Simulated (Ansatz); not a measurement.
# ZnS (Wurtzite-4H) under changes of volume

One of the cells (19.805 Å³/atom); the others are scaled copies at fixed shape and fractional positions:

```xyz
8
Lattice="3.8227 0.0000 0.0000 -1.9114 3.3106 0.0000 0.0000 0.0000 12.5200" Properties=species:S:1:pos:R:3 pbc="T T T"
Zn    1.9114    1.1035    9.3900
Zn    0.0000    2.2070    3.1300
Zn    0.0000    0.0000    6.2600
Zn    0.0000    0.0000    0.0000
S     1.9114    1.1035   11.7375
S     0.0000    2.2070    5.4775
S     0.0000    0.0000    8.6075
S     0.0000    0.0000    2.3475
```

```yaml
Program: Ansatz 0.2.0
Functional: m-r2SCAN
Potentials_or_basis: Ansatz PAW
Cutoff: "500 eV (not typed: the program's choice for these potentials)"
k_mesh: 8 × 8 × 3
Occupations: fermi-dirac, width 0.05 eV
Spin: no spin polarisation
```

```csv
volume (Å³/atom),energy over the lowest point (meV/atom),pressure (GPa),gap on the mesh (eV),largest force (eV/Å)
18.617,12.18,4.4,2.98,0.059
19.013,3.80,2.4,2.88,0.053
19.409,0.00,0.7,2.78,0.048
19.805,?,?,?,?
20.202,4.31,-2.3,2.60,0.038
20.598,11.61,-3.6,2.51,0.033
20.994,21.89,-4.7,2.42,0.029
```

Q: What does the run at 19.805 Å³/atom give?

A: Energy over the lowest point 0.31 meV/atom; pressure -0.9 GPa; gap on the mesh 2.69 eV; largest force 0.042 eV/Å.

Worked out: A Birch-Murnaghan fit of order 3 (a polynomial in V^(-2/3)) to the other rows has its minimum at 19.57 Å³/atom with B0 = V·E''(V) = 78 GPa and B' = 4.3 at fixed shape and positions, which overstates the stiffness. It gives 0.30 meV/atom at 19.805 Å³/atom, against the run's 0.31, and -dE/dV = -0.9 GPa, against -0.9. A straight line through the other rows of the gap, of slope -4.64 eV per unit of ln V (its deformation potential), gives 2.69 eV, against the run's 2.69.

Energies are extrapolated to zero smearing.

Caveats: odd divisions of the mesh miss points on the zone boundary, where band edges often lie, so the gap on the mesh can be too wide; the PAW data sets come from PBE, with cores solved anew for the run's functional, which leaves a small shift of forces and pressure.

A mesh can miss the band edges.
